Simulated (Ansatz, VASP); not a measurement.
Given: the input of a run of Ansatz 0.2.0 on ZnAu.

The input input.yaml:

```yaml
crystal:
  lattice:
    - [3.1258785582, 0.0, 0.0]
    - [0.0, 3.1258785582, 0.0]
    - [0.0, 0.0, 3.1258785582]
  atoms:
    - { symbol: Au, position: [0.0, 0.0, 0.0] }
    - { symbol: Zn, position: [0.5, 0.5, 0.5] }
kpoints:
  mp_grid: { grid: [8, 8, 8] }
scf:
  occupations: { method: fermi_dirac, width: 0.05 }
hamiltonian:
  xc: pbesol
  pseudopotentials: { kind: all_electron, lapw: { basis_error: 0.0005 } }
output:
  forces: true
  stress: true
  eigenvalues: true
```

Potentials or basis: all-electron LAPW, scalar-relativistic.

The run is started by

```bash
$ ansatz run input.yaml --threads 1 --pin off --max-ram 3072MiB --backend cpu --events-out ev --progress --plain --runs-dir out
```

Set up the same calculation for VASP 6.6.1. Potentials there: VASP PAW PBE potentials, release 64 (Au, Zn).

As run (the cutoff follows the program's own potentials):

The input INCAR:

```
SYSTEM = ZnAu
  PREC = Accurate
  ENCUT = 520
  EDIFF = 1E-7
  ISMEAR = -1
  SIGMA = 0.05
  LREAL = .False.
  LASPH = .True.
  NELM = 80
  ALGO = Fast
  ISIF = 2
  LWAVE = .False.
  LCHARG = .False.
  GGA = PS
  NBANDS = 18
```

KPOINTS

```
Automatic mesh
0
Gamma
  8 8 8
  0 0 0
```

File POSCAR:

```
ZnAu
1.0
    3.1258785582      0.0000000000      0.0000000000
    0.0000000000      3.1258785582      0.0000000000
    0.0000000000      0.0000000000      3.1258785582
Au Zn
1 1
Direct
    0.0000000000      0.0000000000      0.0000000000
    0.5000000000      0.5000000000      0.5000000000
```

Potentials or basis: VASP PAW PBE potentials, release 64 (Au, Zn).

Run with:

```sh
$ cat potpaw_PBE.64/Au/POTCAR potpaw_PBE.64/Zn/POTCAR > POTCAR
$ mpirun -np 1 vasp_std > vasp.out
```

Both were run:

|  | VASP | Ansatz | Ansatz less VASP |
| --- | --- | --- | --- |
| gap on the k mesh at the Fermi level (eV) | none | none | - |
| pressure (GPa) | 0.8 | 0.6 | -0.19 |

A gap of «none» marks a metal or a gap that the smearing closes. Ansatz ran all-electron here, so the differences hold the error of VASP's frozen core and of both bases.

Caveats: the PAW data sets were made with another functional, which shifts forces and pressure a little (VASP). Spin-orbit coupling is left out, which matters for the levels of Au.
